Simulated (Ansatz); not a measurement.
Crystal: PbSe.

```
Pb Se
1.0
     3.78432    0.00000    0.00000
     0.00000    3.78432    0.00000
     0.00000    0.00000    3.78432
Pb Se
1 1
Direct
  0.00000 0.00000 0.00000
  0.50000 0.50000 0.50000
```

Measurements of this composition are mostly on another form, of space group No. 225.

| Property | Result |
| --- | --- |
| Program | Ansatz 0.2.0 |
| Task | single point |
| Functional | PBE |
| Potentials or basis | Ansatz PAW |
| Cutoff | 420 eV (not typed: the program's choice for these potentials) |
| k mesh | 7 × 7 × 7 |
| Occupations | fermi-dirac, width 0.05 eV |
| Spin | no spin polarisation |

On this cell: pressure -0.2 GPa; largest force zero by symmetry; band gap on the k mesh none (metal or under the smearing width).

The same run follows on a disturbed copy (atoms moved at random, drawn with an rms of 0.05 Å):

```xyz
2
Lattice="3.7843 0.0000 0.0000 0.0000 3.7843 0.0000 0.0000 0.0000 3.7843" Properties=species:S:1:pos:R:3 pbc="T T T"
Pb    0.0383   -0.0301   -0.0279
Se    1.9162    1.8688    1.9095
```

What does the disturbed cell give?

The energy (extrapolated to zero smearing) moves by -0.5 meV/atom; pressure -0.1 GPa; largest force 0.038 eV/Å; band gap on the k mesh none (metal or under the smearing width).

Forces on the atoms (eV/Å):
```
Pb   0.011 -0.005 -0.036
Se  -0.011  0.005  0.036
```
